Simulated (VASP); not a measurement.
Crystal: Ag.

```
Ag
1.0
     0.00000    2.04275    2.04275
     2.04275    0.00000    2.04275
     2.04275    2.04275    0.00000
Ag
1
Direct
  0.00000 0.00000 0.00000
```

| Property | Result |
| --- | --- |
| Program | VASP 6.6.1 |
| Task | relaxation of cell and atoms |
| Functional | HSE03 |
| Potentials or basis | VASP PAW PBE potentials, release 64 (Ag) |
| Cutoff | 600 eV |
| k mesh | 6 × 6 × 6 |
| Occupations | fermi-dirac, width 0.05 eV |
| Spin | no spin polarisation |

At the start: pressure 4.9 GPa; volume 17.05 Å³/atom.

Task: How do energy, volume and symmetry change on relaxing?

Result: Over 3 steps the energy falls by 14.4 meV/atom and the volume is 18.05 Å³/atom (+5.9 %); space group Fm-3m (No. 225, to 0.05 Å).

The path:
```tsv
step	energy change (eV)	largest force (eV/Å)	pressure (GPa)	volume (Å³)
1	0.0000	0.0000	4.90	17.05
2	-0.0133	0.0000	-1.17	18.37
3	-0.0144	0.0000	0.02	18.05
```

Final structure:
```
CELL_PARAMETERS angstrom
0.00000 2.08213 2.08213
2.08213 0.00000 2.08213
2.08213 2.08213 0.00000
ATOMIC_POSITIONS crystal
Ag 0.00000 0.00000 0.00000
```

Caveat: the k mesh is coarse (spacing up to 0.44 Å⁻¹), so the values aren't converged, least of all with exact exchange; the PAW data sets were made with another functional, which shifts forces and pressure a little.
